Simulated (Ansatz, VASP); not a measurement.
This is a calculation of GaN for Ansatz 0.2.0.

Contents of input.yaml:

```yaml
crystal:
  lattice:
    - [0.0, 2.283155332, 2.283155332]
    - [2.283155332, 0.0, 2.283155332]
    - [2.283155332, 2.283155332, 0.0]
  atoms:
    - { symbol: Ga, position: [0.0, 0.0, 0.0] }
    - { symbol: "N", position: [0.25, 0.25, 0.25] }
kpoints:
  mp_grid: { grid: [10, 10, 10] }
scf:
  occupations: { method: fermi_dirac, width: 0.05 }
hamiltonian:
  xc: pbesol
  pseudopotentials: { kind: all_electron, lapw: { basis_error: 0.0005 } }
output:
  forces: true
  stress: true
  eigenvalues: true
```

Potentials or basis: all-electron LAPW, scalar-relativistic.

Command:

```console
$ ansatz run input.yaml --threads 1 --pin off --max-ram 3072MiB --backend cpu --events-out ev --progress --plain --runs-dir out
```

**Question.** Set up the same calculation for VASP 6.6.1. Potentials there: VASP PAW PBE potentials, release 64 (Ga_d, N).

**Answer.** As run (the cutoff follows the program's own potentials):

INCAR

```
ALGO = Normal
EDIFF = 1E-6
ENCUT = 520
GGA = PS
ISIF = 2
ISMEAR = -1
LASPH = True
LCHARG = False
LREAL = False
LWAVE = False
NBANDS = 16
NELM = 100
PREC = Accurate
SIGMA = 0.05
```

Contents of KPOINTS:

```
k-points
0
Gamma
  10 10 10
```

File POSCAR:

```
GaN
1.0
    0.0000000000      2.2831553320      2.2831553320
    2.2831553320      0.0000000000      2.2831553320
    2.2831553320      2.2831553320      0.0000000000
Ga N
1 1
Direct
    0.0000000000      0.0000000000      0.0000000000
    0.2500000000      0.2500000000      0.2500000000
```

Potentials or basis: VASP PAW PBE potentials, release 64 (Ga_d, N).

The run is started by

```sh
$ cat potpaw_PBE.64/Ga_d/POTCAR potpaw_PBE.64/N/POTCAR > POTCAR
$ mpirun -np 1 vasp_std > vasp.out
```

Both were run:

|  | VASP | Ansatz | Ansatz less VASP |
| --- | --- | --- | --- |
| gap on the k mesh at the Fermi level (eV) | 1.43 | 1.43 | -0.002 |
| least direct gap on the mesh (eV) | 1.43 | 1.43 | -0.002 |
| pressure (GPa) | -7.8 | -7.7 | +0.13 |

Ansatz ran all-electron here, so the differences hold the error of VASP's frozen core and of both bases.

Caveats: the PAW data sets were made with another functional, which shifts forces and pressure a little (VASP).
